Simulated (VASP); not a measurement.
# Ga (C2/c) in VASP: further runs

One crystal, Ga, is run at these levels: PBE; tasks: single point.

Everything below comes from runs of VASP 6.6.1. Logs are shortened: lines on timing, memory, paths and dates and some standing lists are left out, and cuts for length are marked.

### 1 The structure

Symmetry: C2/c, No. 15, monoclinic system. The conventional cell has a = 2.766 Å, b = 8.053 Å, c = 3.332 Å, α = 90.00°, β = 92.02°, γ = 90.00°. Around Ga (site symmetry 2) lie 8 Ga at 2.69 to 2.92 Å.

This isn't the form of Ga at room conditions, which is orthorhombic.

### 2 Single point, PBE

INCAR

```
PREC = Accurate
ENCUT = 450
EDIFF = 0.001
ISMEAR = 0
SIGMA = 0.15
LREAL = False
LASPH = True
NELM = 100
ALGO = Normal
ISIF = 2
LWAVE = False
LCHARG = False
GGA = PE
NBANDS = 20
ADDGRID = False
```

KPOINTS

```
regular mesh
0
Gamma
  11 11 9
```

POSCAR

```
Ga
1.0
    1.3830000000     -4.0265000000      0.0000000000
    1.3830000000      4.0265000000      0.0000000000
   -0.1174474948      0.0000000000      3.3299294416
Ga
2
Direct
    0.1310000000      0.8690000000      0.7500000000
    0.8690000000      0.1310000000      0.2500000000
```

Potentials or basis: VASP PAW PBE potentials, release 64 (Ga_d).

The run is started by

```bash
cat potpaw_PBE.64/Ga_d/POTCAR > POTCAR
mpirun -np 1 vasp_std > vasp.out
```

OUTCAR:

```text
PREC = Accurate
   ENCUT = 450
   EDIFF = 0.001
   ISMEAR = 0
   LREAL = False
   LASPH = True
   NELM = 100
   ISIF = 2
   GGA = PE

 Found    300 irreducible k-points:

 Following reciprocal coordinates:
            Coordinates               Weight
  0.000000  0.000000  0.000000      1.000000
  0.090909 -0.000000  0.000000      4.000000
  0.181818  0.000000 -0.000000      4.000000
  0.272727 -0.000000  0.000000      4.000000
  0.363636 -0.000000 -0.000000      4.000000
  0.454545 -0.000000  0.000000      4.000000
   k-points           NKPTS =    300   k-points in BZ     NKDIM =    300   number of bands    NBANDS=     20
   number of dos      NEDOS =    301   number of ions     NIONS =      2
   total plane-waves  NPLWV =  21600
   dimension x,y,z NGX =    30 NGY =   30 NGZ =   24
   dimension x,y,z NGXF=    60 NGYF=   60 NGZF=   48
   ions per type =               2
   NGX,Y,Z   is equivalent  to a cutoff of  11.71, 11.71, 11.97 a.u.
   NGXF,Y,Z  is equivalent  to a cutoff of  23.43, 23.43, 23.95 a.u.
 SYSTEM =  unknown system
   PREC   = accura    normal or accurate (medium, high low for compatibility)
   ISTART =      0    job   : 0-new  1-cont  2-samecut
   ICHARG =      2    charge: 1-file 2-atom 10-const
   ISPIN  =      1    spin polarized calculation?
   LNONCOLLINEAR =      F non collinear calculations
   LSORBIT =      F    spin-orbit coupling
   LASPH  =      T    aspherical Exc in radial PAW
   ENCUT  =  450.0 eV  33.07 Ry    5.75 a.u.   7.36  7.36  5.76*2*pi/ulx,y,z
   NELM   =    100;   NELMIN=  2; NELMDL= -5     # of ELM steps
   EDIFF  = 0.1E-02   stopping-criterion for ELM
   LREAL  =      F    real-space projection
   EDIFFG = 0.1E-01   stopping-criterion for IOM
   NSW    =      0    number of steps for IOM
   IBRION =     -1    ionic relax: 0-MD 1-quasi-New 2-CG
   NFREE  =      0    steps in history (QN), initial steepest desc. (CG)
   ISIF   =      2    stress and relaxation
   ISYM   =      2    0-nonsym 1-usesym 2-fastsym
   POTIM  = 0.5000    time-step for ionic-motion
   TEBEG  =    0.0;   TEEND  =   0.0 temperature during run
   PSTRESS=    0.0 pullay stress
   NELECT =      26.0000    total number of electrons
   NUPDOWN=      -1.0000    fix difference up-down
   EMIN   =  10.00;   EMAX   =-10.00  energy-range for DOS
   EFERMI =   0.00;   METHOD = LEGACY
   ISMEAR =     0;   SIGMA  =   0.15  broadening in eV -4-tet -1-fermi 0-gaus
   EFERMI_NEDOS =   21; number of points for ismear=-14 and -15
   IALGO  =     38    algorithm
   IMIX   =      4    mixing-type and parameters
     AMIX     =   0.40;   BMIX     =  1.00
     AMIX_MAG =   1.60;   BMIX_MAG =  1.00
  volume/ion in A,a.u.               =      18.54       125.14
  Fermi-wavevector in a.u.,A,eV,Ry     =   1.454323  2.748273 28.777089  2.115056
  Thomas-Fermi vector in A             =   2.571487
   LORBIT       =      0    0 simple, 1 ext, 2 COOP (PROOUT), +10 PAW based schemes
   GGA     = PE    functional components
   LHFCALC =     F    Hartree Fock is set to
   AEXX    =    0.0000 exact exchange contribution
   IVDW    =     0    specifies the selected vdW correction
   LEPSILON=     F    determine dielectric tensor
   LRPA    =     F    only Hartree local field effects (RPA)
 non-spin polarized calculation
 Gauss-broadening in eV      SIGMA  =   0.15
  energy-cutoff  :      450.00
  volume of cell :       37.09
 maximum number of plane-waves:       825
 NGX is ok and might be reduce to    30
   NGX = 15   NGY = 15   NGZ = 11

 number of electron      25.9999982 magnetization

 Free energy of the ion-electron system (eV)
  ---------------------------------------------------
  ext. energy  EPLUGINS =         0.00000000
  ---------------------------------------------------
  free energy    TOTEN  =        -5.76765420 eV

  energy without entropy =       -5.75941711  energy(sigma->0) =       -5.76353566

 E-fermi :   5.7260     XC(G=0): -11.0585

 val. band max:        5.7200189236   @ k =   0.3636   0.0909   0.4444
 cond. band min:       5.7333353189   @ k =  -0.2727  -0.4545   0.2222
 fundamental gap:      0.0133163954
 Fermi energy:         5.7260208503

 k-point     1 :       0.0000    0.0000    0.0000
  band No.  band energies     occupation
      1      -9.5044      2.00000
      2      -9.4942      2.00000
      3      -9.4573      2.00000
      4      -9.4338      2.00000
      5      -9.1597      2.00000
      6      -9.1590      2.00000
[... 12 lines left out ...]
     19      16.3788      0.00000
     20      18.7625      0.00000

 k-point     2 :       0.0909   -0.0000    0.0000
  band No.  band energies     occupation
      1      -9.4977      2.00000
      2      -9.4808      2.00000
      3      -9.4395      2.00000
      4      -9.4018      2.00000
      5      -9.1752      2.00000
      6      -9.1736      2.00000
[... 12 lines left out ...]
     19      16.7234      0.00000
     20      19.5566      0.00000

 k-point     3 :       0.1818    0.0000   -0.0000
  band No.  band energies     occupation
      1      -9.4802      2.00000
      2      -9.4512      2.00000
      3      -9.3911      2.00000
      4      -9.3208      2.00000
      5      -9.2167      2.00000
      6      -9.2117      2.00000
[... 12 lines left out ...]
     19      16.8946      0.00000
     20      20.4831      0.00000

 k-point     4 :       0.2727   -0.0000    0.0000
  band No.  band energies     occupation
      1      -9.4586      2.00000
      2      -9.4189      2.00000
      3      -9.3391      2.00000
      4      -9.3000      2.00000
      5      -9.2714      2.00000
      6      -9.1907      2.00000
[... 12 lines left out ...]
     19      17.1192      0.00000
     20      19.9091      0.00000

 k-point     5 :       0.3636   -0.0000   -0.0000
  band No.  band energies     occupation
      1      -9.4412      2.00000
      2      -9.4044      2.00000
      3      -9.3398      2.00000
      4      -9.3237      2.00000
      5      -9.3105      2.00000
      6      -9.2061      2.00000
[... 12 lines left out ...]
     19      16.9827      0.00000
     20      18.1606      0.00000

 k-point     6 :       0.4545   -0.0000    0.0000
  band No.  band energies     occupation
      1      -9.4314      2.00000
      2      -9.4189      2.00000
      3      -9.3601      2.00000
      4      -9.3284      2.00000
      5      -9.3178      2.00000
      6      -9.2093      2.00000
[... 12 lines left out ...]
     19      15.7090      0.00000
     20      17.7786      0.00000

 [... further k-points ...]

------------------------ aborting loop because EDIFF is reached ----------------------------------------

  FORCE on cell =-STRESS in cart. coord.  units (eV):
  Direction    XX          YY          ZZ          XY          YZ          ZX
  --------------------------------------------------------------------------------------
  -------------------------------------------------------------------------------------
  Total        0.1624937      0.2468511      0.3740375      0.0000000      0.0000000      0.0781035
  in kB        7.0199206     10.6642587     16.1588617      0.0000000      0.0000000      3.3741645
  external PRESSURE =      11.2810137 kB  Pullay stress =       0.0000000 kB

 VOLUME and BASIS-vectors are now :
 -----------------------------------------------------------------------------
  energy-cutoff  :      450.00
  volume of cell :       37.09
      direct lattice vectors                 reciprocal lattice vectors
     1.383000000 -4.026500000  0.000000000     0.361532899 -0.124177325  0.012751361
     1.383000000  4.026500000  0.000000000     0.361532899  0.124177325  0.012751361
    -0.117447495  0.000000000  3.329929442     0.000000000  0.000000000  0.300306663

 POSITION                                       TOTAL-FORCE (eV/Angst)
 -----------------------------------------------------------------------------------
      1.29491      2.97156      2.49745         0.000000     -0.232887      0.000000
      1.35364     -2.97156      0.83248        -0.000000      0.232887      0.000000
 -----------------------------------------------------------------------------------
    total drift:                                0.000000      0.000000     -0.000000

  FREE ENERGIE OF THE ION-ELECTRON SYSTEM (eV)
  ---------------------------------------------------
  free  energy   TOTEN  =        -5.7676542043 eV

  energy  without entropy=       -5.7594171093  energy(sigma->0) =       -5.76353566
```

Wall time 2.5 min (1 thread of Intel Xeon Platinum 8259CL at 2.50GHz (Skylake/Cascade Lake), shared host); peak memory 0.26 GiB.

These settings aren't checked as converged: the numbers below hold their error.

Results:

* Free energy: -5.7677 eV
* Pressure: 1.1 GPa
* Largest force: 0.233 eV/Å
* Band gap on the k mesh: none (metal or under the smearing width)

### 3 Single point, PBE

INCAR is that of step 2.

KPOINTS is that of step 2.

POSCAR

```
Ga
1.0
    1.3830000000     -4.0265000000      0.0000000000
    1.3830000000      4.0265000000      0.0000000000
   -0.1174474948      0.0000000000      3.3299294416
Ga
2
Direct
    0.0863460000      0.8268100000      0.7848140000
    0.8777350000      0.1376800000      0.2531650000
```

Potentials or basis: VASP PAW PBE potentials, release 64 (Ga_d).

The run is started by

```bash
cat potpaw_PBE.64/Ga_d/POTCAR > POTCAR
mpirun -np 1 vasp_std > vasp.out
```

OUTCAR:

```text
PREC = Accurate
   ENCUT = 450
   EDIFF = 0.001
   ISMEAR = 0
   LREAL = False
   LASPH = True
   NELM = 100
   ISIF = 2
   GGA = PE

 Found    545 irreducible k-points:

 Following reciprocal coordinates:
            Coordinates               Weight
  0.000000  0.000000  0.000000      1.000000
  0.090909 -0.000000  0.000000      2.000000
  0.000000 -0.090909  0.000000      2.000000
  0.181818  0.000000 -0.000000      2.000000
  0.000000 -0.181818  0.000000      2.000000
  0.272727 -0.000000  0.000000      2.000000
   k-points           NKPTS =    545   k-points in BZ     NKDIM =    545   number of bands    NBANDS=     20
   number of dos      NEDOS =    301   number of ions     NIONS =      2
   total plane-waves  NPLWV =  21600
   dimension x,y,z NGX =    30 NGY =   30 NGZ =   24
   dimension x,y,z NGXF=    60 NGYF=   60 NGZF=   48
   ions per type =               2
   NGX,Y,Z   is equivalent  to a cutoff of  11.71, 11.71, 11.97 a.u.
   NGXF,Y,Z  is equivalent  to a cutoff of  23.43, 23.43, 23.95 a.u.
 SYSTEM =  unknown system
   PREC   = accura    normal or accurate (medium, high low for compatibility)
   ISTART =      0    job   : 0-new  1-cont  2-samecut
   ICHARG =      2    charge: 1-file 2-atom 10-const
   ISPIN  =      1    spin polarized calculation?
   LNONCOLLINEAR =      F non collinear calculations
[... 53 lines left out ...]

 E-fermi :   5.7199     XC(G=0): -11.0565

 val. band max:        5.7189164903   @ k =   0.3636   0.2727   0.3333
 cond. band min:       5.7221940867   @ k =   0.2727   0.0909  -0.3333
 fundamental gap:      0.0032775964
 Fermi energy:         5.7198756127

 k-point     1 :       0.0000    0.0000    0.0000
  band No.  band energies     occupation
      1      -9.5276      2.00000
      2      -9.4990      2.00000
      3      -9.4603      2.00000
      4      -9.4398      2.00000
      5      -9.1822      2.00000
      6      -9.1616      2.00000
[... 127 lines left out ...]
     19      17.1040      0.00000
     20      20.0018      0.00000

 [... further k-points ...]

------------------------ aborting loop because EDIFF is reached ----------------------------------------

  FORCE on cell =-STRESS in cart. coord.  units (eV):
  Direction    XX          YY          ZZ          XY          YZ          ZX
  --------------------------------------------------------------------------------------
  -------------------------------------------------------------------------------------
  Total        0.1427031      0.4124139      0.4458775     -0.0010267      0.1531684      0.0480534
  in kB        6.1649447     17.8167700     19.2624388     -0.0443557      6.6170554      2.0759642
  external PRESSURE =      14.4147178 kB  Pullay stress =       0.0000000 kB

 VOLUME and BASIS-vectors are now :
 -----------------------------------------------------------------------------
  energy-cutoff  :      450.00
  volume of cell :       37.09
      direct lattice vectors                 reciprocal lattice vectors
     1.383000000 -4.026500000  0.000000000     0.361532899 -0.124177325  0.012751361
     1.383000000  4.026500000  0.000000000     0.361532899  0.124177325  0.012751361
    -0.117447495  0.000000000  3.329929442     0.000000000  0.000000000  0.300306663

 POSITION                                       TOTAL-FORCE (eV/Angst)
 -----------------------------------------------------------------------------------
      1.17072      2.98148      2.61338         0.003539     -0.301025     -0.208089
      1.37459     -2.97983      0.84302        -0.003539      0.301025      0.208089
 -----------------------------------------------------------------------------------
    total drift:                               -0.000011      0.000019     -0.000000

  FREE ENERGIE OF THE ION-ELECTRON SYSTEM (eV)
  ---------------------------------------------------
  free  energy   TOTEN  =        -5.7514268309 eV

  energy  without entropy=       -5.7430728154  energy(sigma->0) =       -5.74724982
```

OSZICAR:

```text
N       E                     dE             d eps       ncg     rms          rms(c)
DAV:   1     0.125934221538E+03    0.12593E+03   -0.12191E+04 22792   0.228E+03
DAV:   2     0.496315801559E+01   -0.12097E+03   -0.11812E+03 22564   0.363E+02
DAV:   3    -0.564729535089E+01   -0.10610E+02   -0.10562E+02 24580   0.902E+01
DAV:   4    -0.580192834210E+01   -0.15463E+00   -0.15456E+00 25036   0.122E+01
DAV:   5    -0.580457857229E+01   -0.26502E-02   -0.26501E-02 24812   0.155E+00    0.143E+00
DAV:   6    -0.576051237478E+01    0.44066E-01   -0.88876E-02 29548   0.491E+00    0.740E-01
DAV:   7    -0.575231744245E+01    0.81949E-02   -0.18446E-02 31340   0.186E+00    0.203E-01
DAV:   8    -0.575142683086E+01    0.89061E-03   -0.22465E-03 16248   0.667E-01
   1 F= -.57514268E+01 E0= -.57472498E+01  d E =-.835402E-02
```

Wall time 3.2 min (1 thread of Intel Xeon Platinum 8259CL at 2.50GHz (Skylake/Cascade Lake), shared host); peak memory 0.36 GiB.

The run converged, but some of its settings lie outside the range that counts as converged, so its numbers aren't taken as properties of the crystal.

Results:

* Free energy: -5.7514 eV
* Pressure: 1.4 GPa
* Largest force: 0.366 eV/Å
* Band gap on the k mesh: none (metal or under the smearing width)

### 4 Single point, PBE

INCAR: that of step 3 with these lines changed.

```diff
@@ -2,3 +2,3 @@
 ENCUT = 450
-EDIFF = 0.001
+EDIFF = 1E-4
 ISMEAR = 0
```

KPOINTS is that of step 3.

POSCAR

```
Ga
1.0
    1.3830000000     -4.0265000000      0.0000000000
    1.3830000000      4.0265000000      0.0000000000
   -0.1174474948      0.0000000000      3.3299294416
Ga
2
Direct
    0.1310000000      0.8690000000      0.7500000000
    0.8690000000      0.1310000000      0.2500000000
```

The run is started by

```bash
cat potpaw_PBE.64/Ga_d/POTCAR > POTCAR
mpirun -np 1 vasp_std > vasp.out
```

Run time: 2.5 min. Hardware: 1 thread of Intel Xeon Platinum 8259CL at 2.50GHz (Skylake/Cascade Lake), shared host; peak memory 0.26 GiB.

These settings aren't checked as converged: the numbers below hold their error.

What came out:

```
Free energy            : -5.7677 eV
Pressure               : 2.0 GPa
Largest force          : 0.230 eV/Å
Band gap on the k mesh : none (metal or under the smearing width)
```

(Continued in part 2 of 2.)
